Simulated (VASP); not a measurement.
Crystal: GeSe.

```
Ge Se
1.0
    10.79000    0.00000    0.00000
     0.00000    3.82000    0.00000
     0.00000    0.00000    4.38000
Ge Se
4 4
Direct
  0.12100 0.75000 0.89400
  0.62100 0.75000 0.60600
  0.37900 0.25000 0.39400
  0.87900 0.25000 0.10600
  0.85200 0.75000 0.49700
  0.35200 0.75000 0.00300
  0.64800 0.25000 0.99700
  0.14800 0.25000 0.50300
```

- Program: VASP 6.6.1
- Task: relaxation of cell and atoms
- Functional: PBE
- Dispersion: D3(BJ)
- Potentials or basis: VASP PAW PBE potentials, release 64 (Ge_d, Se)
- Cutoff: 600 eV
- k mesh: 4 × 8 × 6
- Occupations: gaussian, width 0.03 eV
- Spin: no spin polarisation

At the start: pressure 3.3 GPa; volume 22.57 Å³/atom.

Problem. How do energy, volume and symmetry change on relaxing?

Solution. Over 25 steps the energy falls by 11.7 meV/atom and the volume is 23.52 Å³/atom (+4.2 %); space group Pnma (No. 62, to 0.05 Å).

Step by step:
```tsv
step	energy change (eV)	largest force (eV/Å)	pressure (GPa)	volume (Å³)
1	0.0000	0.2543	3.31	180.53
2	-0.0416	0.2877	-2.39	193.00
3	-0.0841	0.1310	-0.08	187.88
4	-0.0841	0.1262	-0.02	187.73
5	-0.0878	0.0880	0.00	187.88
6	-0.0900	0.0458	0.02	188.07
7	-0.0901	0.0431	0.06	188.10
8	-0.0912	0.0347	-0.05	188.44
9	-0.0912	0.0360	-0.21	188.86
10	-0.0914	0.0347	-0.19	188.67
11	-0.0920	0.0429	0.00	188.33
12	-0.0921	0.0472	0.14	188.14
13	-0.0926	0.0377	0.09	188.16
14	-0.0932	0.0185	0.04	188.20
15	-0.0934	0.0170	-0.06	188.33
16	-0.0934	0.0168	-0.04	188.37
17	-0.0934	0.0168	-0.09	188.43
18	-0.0935	0.0168	-0.04	188.34
19	-0.0936	0.0184	0.02	188.17
20	-0.0936	0.0183	0.11	188.14
21	-0.0936	0.0183	-0.02	188.16
22	-0.0936	0.0183	0.06	188.15
23	-0.0937	0.0132	0.01	188.18
24	-0.0937	0.0124	-0.02	188.22
25	-0.0938	0.0096	0.01	188.18
```

Final structure:
```yaml
crystal:
  lattice:
    - [10.95973, 0.00000, 0.00000]
    - [0.00000, 3.88180, 0.00000]
    - [0.00000, 0.00000, 4.42316]
  atoms:
    - { symbol: Ge, position: [0.12293, 0.75000, 0.89010] }
    - { symbol: Ge, position: [0.62293, 0.75000, 0.60990] }
    - { symbol: Ge, position: [0.37707, 0.25000, 0.39010] }
    - { symbol: Ge, position: [0.87707, 0.25000, 0.10990] }
    - { symbol: Se, position: [0.85450, 0.75000, 0.49865] }
    - { symbol: Se, position: [0.35450, 0.75000, 0.00135] }
    - { symbol: Se, position: [0.64550, 0.25000, 0.99865] }
    - { symbol: Se, position: [0.14550, 0.25000, 0.50135] }
```
